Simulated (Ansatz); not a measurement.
Crystal: Al3Ni2.

```
Ni Al
1.0
     3.99420    0.00000    0.00000
    -1.99710    3.45907    0.00000
     0.00000    0.00000    4.88086
Ni Al
2 3
Direct
  0.66667 0.33333 0.85343
  0.33333 0.66667 0.14657
  0.66667 0.33333 0.35192
  0.33333 0.66667 0.64808
  0.00000 0.00000 0.00000
```

The cell comes from a database or a generator and needn't be the stable form of this composition.

Alike in all runs: program Ansatz 0.2.0; functional PBEsol; potentials or basis Ansatz PAW; cutoff 420 eV (not typed: the program's choice for these potentials); k mesh 7 × 7 × 5; occupations fermi-dirac, width 0.05 eV.

Task: Only the start or the spin constraint differs. Which run ends lowest in energy?
A. collinear spin, ferromagnetic start of up to 0.5 μB; fixed moment 1
B. collinear spin, ferromagnetic start of up to 0.75 μB; fixed moment 1.5
C. collinear spin, program default start; fixed moment 0
D. collinear spin, ferromagnetic start of up to 1 μB; fixed moment 2
E. collinear spin, ferromagnetic start of up to 1.25 μB; fixed moment 2.5
F. collinear spin, ferromagnetic start of up to 0.25 μB; fixed moment 0.5

Result: C.

```csv
start,free energy over the lowest (meV/atom),net moment (μB),site or absolute moments (μB),gap
"collinear spin, ferromagnetic start of up to 0.75 μB; fixed moment 1.5",137.3,1.50,Ni +0.39; Al +0.07,-
"collinear spin, ferromagnetic start of up to 2 μB; fixed moment 4",859.6,4.00,"Ni +0.97; Al +0.22, +0.19",-
"collinear spin, ferromagnetic start of up to 1.5 μB; fixed moment 3",515.0,3.00,"Ni +0.74; Al +0.16, +0.14",-
"collinear spin, ferromagnetic start of up to 1.25 μB; fixed moment 2.5",368.1,2.50,"Ni +0.62; Al +0.13, +0.12",-
"collinear spin, ferromagnetic start of up to 1 μB; fixed moment 2",240.0,2.00,Ni +0.51; Al +0.10,-
"collinear spin, program default start; fixed moment 0",0.0,0.00,-,-
"collinear spin, ferromagnetic start of up to 0.25 μB; fixed moment 0.5",16.9,0.50,Ni +0.13; Al +0.02,-
"collinear spin, ferromagnetic start of up to 0.5 μB; fixed moment 1",60.8,1.00,"Ni +0.26; Al +0.05, +0.04",-
```

All polarised runs hold their moment fixed, so the table maps the energy against it. A still lower state may exist.

Caveats: the total moment is fixed, so each spin has its own Fermi level.
